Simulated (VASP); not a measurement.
# A VASP 6.6.1 single-point calculation on BaHfO3

INCAR

```
ENCUT = 200
EDIFF = 1E-7
NBANDS = 27
ISIF = 2
LWAVE = .FALSE.
LASPH = .TRUE.
IBRION = -1
ISMEAR = -1
GGA = PE
PREC = Accurate
LCHARG = .FALSE.
LREAL = .FALSE.
SIGMA = 0.02
NELM = 86
NSW = 0
```

KPOINTS

```
KPOINTS created by Atomic Simulation Environment
0
Gamma
6 6 6
0 0 0
```

POSCAR

```
Ba Hf O
 1.0000000000000000
     4.0935175953999998    0.0000000000000000    0.0000000000000000
     0.0000000000000000    4.0935175953999998    0.0000000000000000
     0.0000000000000000    0.0000000000000000    4.2222813318999997
 Ba  Hf  O
   1   1   3
Cartesian
  0.0000000000000000  0.0000000000000000  0.0000000000000000
  2.0467587976999995  2.0467587976999995  2.1111406659499994
  2.0467587976999995  2.0467587976999995  0.0000000000000000
  2.0467587976999995  0.0000000000000000  2.1111406659499994
  0.0000000000000000  2.0467587976999995  2.1111406659499994
```

The recommended PBE PAW datasets give the neutral cell 38 valence electrons.

Command

```
mpirun -np 1 vasp_std
```

Task: Predict the outcome of this run.

Result: It converged. Results: gap between bands v and c on the k mesh 3.55 eV; least direct gap on the k mesh 3.91 eV; pressure -121.7 GPa. Band v is the last that the valence electrons fill when counted band by band, and c is the next.

OSZICAR

```
N       E                     dE             d eps       ncg     rms          rms(c)
DAV:   1     0.104793248326E+03    0.10479E+03   -0.12095E+04  2288   0.651E+02
DAV:   2    -0.428703229363E+02   -0.14766E+03   -0.14313E+03  2655   0.208E+02
DAV:   3    -0.478177535890E+02   -0.49474E+01   -0.49275E+01  2786   0.375E+01
DAV:   4    -0.478814631114E+02   -0.63710E-01   -0.63666E-01  2907   0.397E+00
DAV:   5    -0.478828467935E+02   -0.13837E-02   -0.13836E-02  2772   0.460E-01    0.724E+01
DAV:   6    -0.454233977394E+02    0.24594E+01   -0.27222E+00  2514   0.105E+01    0.484E+01
DAV:   7    -0.450280641607E+02    0.39533E+00   -0.18338E+00  2540   0.845E+00    0.621E+00
DAV:   8    -0.449854759846E+02    0.42588E-01   -0.21373E-01  2445   0.258E+00    0.156E+00
DAV:   9    -0.449820183843E+02    0.34576E-02   -0.32223E-02  2777   0.966E-01    0.477E-01
DAV:  10    -0.449819356778E+02    0.82706E-04   -0.19924E-03  2622   0.264E-01    0.527E-02
DAV:  11    -0.449819215748E+02    0.14103E-04   -0.13304E-04  2573   0.676E-02    0.303E-02
DAV:  12    -0.449819252481E+02   -0.36733E-05   -0.34936E-05  2584   0.343E-02    0.359E-02
DAV:  13    -0.449819260712E+02   -0.82307E-06   -0.73800E-06  2552   0.154E-02    0.216E-02
DAV:  14    -0.449819254595E+02    0.61171E-06   -0.65115E-07  2637   0.478E-03    0.840E-03
DAV:  15    -0.449819253096E+02    0.14989E-06   -0.12994E-07  1981   0.221E-03    0.140E-03
DAV:  16    -0.449819253195E+02   -0.98839E-08   -0.15489E-08  1296   0.700E-04
   1 F= -.44981925E+02 E0= -.44981925E+02  d E =-.994897E-11
```

These settings aren't sound, so the numbers aren't properties of the crystal.

On sound settings PBE gives a gap of 3.54 eV on its mesh and a pressure of 8.6 GPa for the intended cell.
